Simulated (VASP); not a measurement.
# CdF2 (Fm-3m) in VASP: a series of runs

One crystal, CdF2, is run at these levels: LDA; tasks: single point, relaxation of cell and atoms.

Everything below comes from runs of VASP 6.6.1. Logs are shortened: lines on timing, memory, paths and dates and some standing lists are left out, and cuts for length are marked.

**1. The structure**

Symmetry: Fm-3m, No. 225, cubic system. Conventional cell: a = 5.444 Å, b = 5.444 Å, c = 5.444 Å, α = 90.00°, β = 90.00°, γ = 90.00°. Cd (site symmetry m-3m) has 8 F at 2.36 Å as nearest neighbours. F (site symmetry -43m) has 4 Cd at 2.36 Å as nearest neighbours.

**2. Single point, LDA (relaxed again under DFT LDA, scalar-relativistic, plane waves, PAW)**

File INCAR:

```
PREC = Accurate ; ENCUT = 520
EDIFF = 1E-6 ; ISMEAR = 0
SIGMA = 0.02 ; LREAL = False
LASPH = True ; NELM = 60
ALGO = Fast ; ISIF = 2
LWAVE = False ; LCHARG = False
GGA = CA ; NBANDS = 20
```

File KPOINTS:

```
Automatic mesh
0
Gamma
  8 8 8
```

File POSCAR:

```
CdF2
1.0
    0.0000000000      2.6487914822      2.6487914822
    2.6487914822      0.0000000000      2.6487914822
    2.6487914822      2.6487914822      0.0000000000
Cd F
1 2
Direct
    0.0000000000      0.0000000000      0.0000000000
    0.2500000000      0.2500000000      0.2500000000
    0.7500000000      0.7500000000      0.7500000000
```

Potentials or basis: VASP PAW LDA potentials, release 64 (Cd, F).

Command:

```
> cat potpaw_LDA.64/Cd/POTCAR potpaw_LDA.64/F/POTCAR > POTCAR
> mpirun -np 1 vasp_std > vasp.out
```

OUTCAR:

```text
PREC = Accurate
   ENCUT = 520
   EDIFF = 1E-6
   ISMEAR = 0
   LREAL = False
   LASPH = True
   NELM = 60
   ISIF = 2
   GGA = CA

 ion  position               nearest neighbor table
   1  0.000  0.000  0.000-   3 2.29   3 2.29   3 2.29   2 2.29   3 2.29   2 2.29   2 2.29   2 2.29

   2  0.250  0.250  0.250-   1 2.29   1 2.29   1 2.29   1 2.29
   3  0.750  0.750  0.750-   1 2.29   1 2.29   1 2.29   1 2.29

  LATTYP: Found a face centered cubic cell.
 ALAT       =     5.2975829644

  Lattice vectors:

 A1 = (   0.0000000000,   2.6487914822,   2.6487914822)
 A2 = (   2.6487914822,   0.0000000000,   2.6487914822)
 A3 = (   2.6487914822,   2.6487914822,   0.0000000000)

Analysis of symmetry for initial positions (statically):
=====================================================================
 Subroutine PRICEL returns:
 Original cell was already a primitive cell.

 Routine SETGRP: Setting up the symmetry group for a
 face centered cubic supercell.

 Subroutine GETGRP returns: Found 48 space group operations
 (whereof 48 operations were pure point group operations)
 out of a pool of 48 trial point group operations.

The static configuration has the point symmetry O_h .

Analysis of symmetry for dynamics (positions and initial velocities):
=====================================================================
 Subroutine PRICEL returns:
 Original cell was already a primitive cell.

 Routine SETGRP: Setting up the symmetry group for a
 face centered cubic supercell.

 Subroutine GETGRP returns: Found 48 space group operations
 (whereof 48 operations were pure point group operations)
 out of a pool of 48 trial point group operations.

The dynamic configuration has the point symmetry O_h .

 Subroutine INISYM returns: Found 48 space group operations
 (whereof 48 operations are pure point group operations),
 and found     1 'primitive' translations

----------------------------------------------------------------------------------------

                                     Primitive cell

  volume of cell :      37.1684

  direct lattice vectors                    reciprocal lattice vectors
     0.000000000  2.648791482  2.648791482    -0.188765331  0.188765331  0.188765331
     2.648791482  0.000000000  2.648791482     0.188765331 -0.188765331  0.188765331
     2.648791482  2.648791482  0.000000000     0.188765331  0.188765331 -0.188765331

  length of vectors
     3.745956838  3.745956838  3.745956838     0.326951143  0.326951143  0.326951143

  position of ions in fractional coordinates (direct lattice)
     0.000000000  0.000000000  0.000000000
     0.250000000  0.250000000  0.250000000
     0.750000000  0.750000000  0.750000000

  ion indices of the primitive-cell ions
   primitive index   ion index
                 1           1
                 2           2
                 3           3

----------------------------------------------------------------------------------------

 KPOINTS: Automatic mesh

Automatic generation of k-mesh.
 Grid dimensions read from file:
 generate k-points for:    8    8    8

 Generating k-lattice:

  Cartesian coordinates                     Fractional coordinates (reciprocal lattice)
    -0.023595666  0.023595666  0.023595666     0.125000000  0.000000000  0.000000000
     0.023595666 -0.023595666  0.023595666     0.000000000  0.125000000  0.000000000
     0.023595666  0.023595666 -0.023595666     0.000000000  0.000000000  0.125000000

  Length of vectors
     0.040868893  0.040868893  0.040868893

  Shift w.r.t. Gamma in fractional coordinates (k-lattice)
     0.000000000  0.000000000  0.000000000

 Subroutine IBZKPT returns following result:
 ===========================================

 Found     29 irreducible k-points:

 Following reciprocal coordinates:
            Coordinates               Weight
  0.000000  0.000000  0.000000      1.000000
  0.125000  0.000000  0.000000      8.000000
  0.250000  0.000000  0.000000      8.000000
  0.375000  0.000000  0.000000      8.000000
  0.500000  0.000000  0.000000      4.000000
  0.125000  0.125000  0.000000      6.000000
[... 16 lines left out ...]
  0.500000  0.250000  0.125000     48.000000
 -0.375000  0.250000  0.125000     24.000000
 [... further k-points ...]
   k-points           NKPTS =     29   k-points in BZ     NKDIM =     29   number of bands    NBANDS=     20
   number of dos      NEDOS =    301   number of ions     NIONS =      3
   total plane-waves  NPLWV =  21952
   dimension x,y,z NGX =    28 NGY =   28 NGZ =   28
   dimension x,y,z NGXF=    56 NGYF=   56 NGZF=   56
   ions per type =               1   2
   NGX,Y,Z   is equivalent  to a cutoff of  12.43, 12.43, 12.43 a.u.
   NGXF,Y,Z  is equivalent  to a cutoff of  24.85, 24.85, 24.85 a.u.
 SYSTEM =  unknown system
   PREC   = accura    normal or accurate (medium, high low for compatibility)
   ISTART =      0    job   : 0-new  1-cont  2-samecut
   ICHARG =      2    charge: 1-file 2-atom 10-const
   ISPIN  =      1    spin polarized calculation?
   LNONCOLLINEAR =      F non collinear calculations
   LSORBIT =      F    spin-orbit coupling
   LASPH  =      T    aspherical Exc in radial PAW
   ENCUT  =  520.0 eV  38.22 Ry    6.18 a.u.   6.96  6.96  6.96*2*pi/ulx,y,z
   NELM   =     60;   NELMIN=  2; NELMDL= -5     # of ELM steps
   EDIFF  = 0.1E-05   stopping-criterion for ELM
   LREAL  =      F    real-space projection
[... 7 lines left out ...]
   TEBEG  =    0.0;   TEEND  =   0.0 temperature during run
   PSTRESS=    0.0 pullay stress
   NELECT =      26.0000    total number of electrons
   NUPDOWN=      -1.0000    fix difference up-down
   EMIN   =  10.00;   EMAX   =-10.00  energy-range for DOS
   EFERMI =   0.00;   METHOD = LEGACY
   ISMEAR =     0;   SIGMA  =   0.02  broadening in eV -4-tet -1-fermi 0-gaus
   EFERMI_NEDOS =   21; number of points for ismear=-14 and -15
   IALGO  =     68    algorithm
   IMIX   =      4    mixing-type and parameters
     AMIX     =   0.40;   BMIX     =  1.00
     AMIX_MAG =   1.60;   BMIX_MAG =  1.00
  volume/ion in A,a.u.               =      12.39        83.61
  Fermi-wavevector in a.u.,A,eV,Ry     =   1.453254  2.746252 28.734784  2.111947
  Thomas-Fermi vector in A             =   2.570542
   LORBIT       =      0    0 simple, 1 ext, 2 COOP (PROOUT), +10 PAW based schemes
   GGA     = CA    functional components
   LHFCALC =     F    Hartree Fock is set to
   AEXX    =    0.0000 exact exchange contribution
   IVDW    =     0    specifies the selected vdW correction
   LEPSILON=     F    determine dielectric tensor
   LRPA    =     F    only Hartree local field effects (RPA)
 non-spin polarized calculation
 RMM-DIIS sequential band-by-band and
 Gauss-broadening in eV      SIGMA  =   0.02
  energy-cutoff  :      520.00
  volume of cell :       37.17
 maximum number of plane-waves:      1012
   NGX = 13   NGY = 13   NGZ = 13

 number of electron      26.0000020 magnetization

 Free energy of the ion-electron system (eV)
  ---------------------------------------------------
  ext. energy  EPLUGINS =         0.00000000
  ---------------------------------------------------
  free energy    TOTEN  =       -12.73423468 eV

  energy without entropy =      -12.73423468  energy(sigma->0) =      -12.73423468

 E-fermi :  -1.1203     XC(G=0): -11.4040

 val. band max:       -1.2492904536   @ k =  -0.2500   0.5000   0.2500
 cond. band min:       1.7255301243   @ k =   0.0000   0.0000   0.0000
 fundamental gap:      2.9748205780
 Fermi energy:        -1.1202558903

 k-point     1 :       0.0000    0.0000    0.0000
  band No.  band energies     occupation
      1     -22.0059      2.00000
      2     -20.6636      2.00000
      3      -7.0895      2.00000
      4      -7.0895      2.00000
      5      -7.0895      2.00000
      6      -5.5696      2.00000
[... 12 lines left out ...]
     19      18.6442      0.00000
     20      18.6442      0.00000

 k-point     2 :       0.1250    0.0000    0.0000
  band No.  band energies     occupation
      1     -21.9456      2.00000
      2     -20.7193      2.00000
      3      -7.0206      2.00000
      4      -7.0206      2.00000
      5      -6.8957      2.00000
      6      -5.5955      2.00000
[... 12 lines left out ...]
     19      18.2499      0.00000
     20      18.2499      0.00000

 k-point     3 :       0.2500    0.0000    0.0000
  band No.  band energies     occupation
      1     -21.7823      2.00000
      2     -20.8671      2.00000
      3      -6.8591      2.00000
      4      -6.8591      2.00000
      5      -6.3699      2.00000
      6      -5.6209      2.00000
[... 12 lines left out ...]
     19      17.5793      0.00000
     20      18.4026      0.00000

 k-point     4 :       0.3750    0.0000    0.0000
  band No.  band energies     occupation
      1     -21.5589      2.00000
      2     -21.0704      2.00000
      3      -6.7217      2.00000
      4      -6.7217      2.00000
      5      -5.6838      2.00000
      6      -5.5574      2.00000
[... 12 lines left out ...]
     19      17.0831      0.00000
     20      17.9021      0.00000

 k-point     5 :       0.5000    0.0000    0.0000
  band No.  band energies     occupation
      1     -21.3594      2.00000
      2     -21.2602      2.00000
      3      -6.6786      2.00000
      4      -6.6786      2.00000
      5      -5.4868      2.00000
      6      -5.4868      2.00000
[... 12 lines left out ...]
     19      16.8973      0.00000
     20      17.5240      0.00000
[... 353 lines left out ...]
      6      -5.4269      2.00000
[... 12 lines left out ...]
     19      18.4328      0.00000
     20      20.0292      0.00000

 k-point    22 :       0.3750    0.2500    0.1250
  band No.  band energies     occupation
      1     -21.6670      2.00000
      2     -20.9594      2.00000
      3      -6.7182      2.00000
      4      -6.6464      2.00000
      5      -6.0201      2.00000
      6      -5.9649      2.00000
[... 12 lines left out ...]
     19      18.2126      0.00000
     20      20.8354      0.00000

 k-point    23 :       0.5000    0.2500    0.1250
  band No.  band energies     occupation
      1     -21.4863      2.00000
      2     -21.1153      2.00000
      3      -6.6215      2.00000
      4      -6.4609      2.00000
      5      -5.9356      2.00000
      6      -5.5912      2.00000
[... 12 lines left out ...]
     19      17.6582      0.00000
     20      20.7780      0.00000

 k-point    24 :      -0.3750    0.2500    0.1250
  band No.  band energies     occupation
      1     -21.3200      2.00000
      2     -21.2702      2.00000
      3      -6.5889      2.00000
      4      -6.4147      2.00000
      5      -5.7147      2.00000
      6      -5.6418      2.00000
[... 12 lines left out ...]
     19      17.4318      0.00000
     20      21.0464      0.00000

 [... further k-points ...]

------------------------ aborting loop because EDIFF is reached ----------------------------------------

  FORCE on cell =-STRESS in cart. coord.  units (eV):
  Direction    XX          YY          ZZ          XY          YZ          ZX
  --------------------------------------------------------------------------------------
  -------------------------------------------------------------------------------------
  Total        0.2988799      0.2988799      0.2988799      0.0000000      0.0000000     -0.0000000
  in kB       12.8835048     12.8835048     12.8835048      0.0000000      0.0000000     -0.0000000
  external PRESSURE =      12.8835048 kB  Pullay stress =       0.0000000 kB

 VOLUME and BASIS-vectors are now :
 -----------------------------------------------------------------------------
  energy-cutoff  :      520.00
  volume of cell :       37.17
      direct lattice vectors                 reciprocal lattice vectors
     0.000000000  2.648791482  2.648791482    -0.188765331  0.188765331  0.188765331
     2.648791482  0.000000000  2.648791482     0.188765331 -0.188765331  0.188765331
     2.648791482  2.648791482  0.000000000     0.188765331  0.188765331 -0.188765331

 POSITION                                       TOTAL-FORCE (eV/Angst)
 -----------------------------------------------------------------------------------
      0.00000      0.00000      0.00000         0.000000     -0.000000      0.000000
      1.32440      1.32440      1.32440        -0.000000     -0.000000      0.000000
      3.97319      3.97319      3.97319         0.000000      0.000000     -0.000000
 -----------------------------------------------------------------------------------
    total drift:                                0.000000      0.000000      0.000000

  FREE ENERGIE OF THE ION-ELECTRON SYSTEM (eV)
  ---------------------------------------------------
  free  energy   TOTEN  =       -12.7342346825 eV

  energy  without entropy=      -12.7342346825  energy(sigma->0) =      -12.73423468
```

Wall time 10 s (1 thread of Intel Xeon 6975P-C (Granite Rapids), shared host); peak memory 0.14 GiB.

What came out:

| Item | Value |
| --- | --- |
| Free energy | -12.7342 eV |
| Pressure | 1.3 GPa |
| Band gap on the k mesh | 2.97 eV, indirect (least direct gap 3.39 eV) |

Levels at points of the mesh, in eV from the valence-band top:
```csv
k point,band 11,band 12,band 13,band 14,band 15,band 16
"(0.00, 0.00, 0.00)",-0.41,-0.41,-0.41,2.97,12.53,12.53
"(0.50, 0.00, 0.00)",-2.11,-0.35,-0.35,7.33,8.95,14.58
"(0.50, 0.50, 0.00)",-0.62,-0.10,-0.10,8.16,9.61,11.54
```

(Part 1 of 2 ends here.)
